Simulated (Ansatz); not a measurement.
Crystal: SnSe.

```
CELL_PARAMETERS angstrom
0.00000 3.39084 3.39084
3.39084 0.00000 3.39084
3.39084 3.39084 0.00000
ATOMIC_POSITIONS crystal
Sn 0.00000 0.00000 0.00000
Se 0.75000 0.75000 0.75000
```

The cell was built by a generator and needn't be a form met in nature.

Base run:

| Quantity | Value |
| --- | --- |
| Program | Ansatz 0.2.0 |
| Functional | HSEsol |
| Potentials or basis | Ansatz PAW |
| Cutoff | 420 eV (not typed: the program's choice for these potentials) |
| k mesh | 4 × 4 × 4 |
| Occupations | fermi-dirac, width 0.05 eV |
| Spin | no spin polarisation |

Its results: band gap on the k mesh 0.32 eV, indirect (least direct gap 1.03 eV); pressure -1.8 GPa.

Problem. The run is repeated on the same cell with these changes: functional from HSEsol to PBE0. What comes out?

Solution. Band gap on the k mesh 0.99 eV, indirect (least direct gap 1.72 eV); pressure -0.6 GPa.

Caveats: spin-orbit coupling is left out, which moves the levels of the heavy elements; the PAW data sets come from PBE, with cores solved anew for the run's functional, which leaves a small shift of forces and pressure; the thresholds are loose for stress.
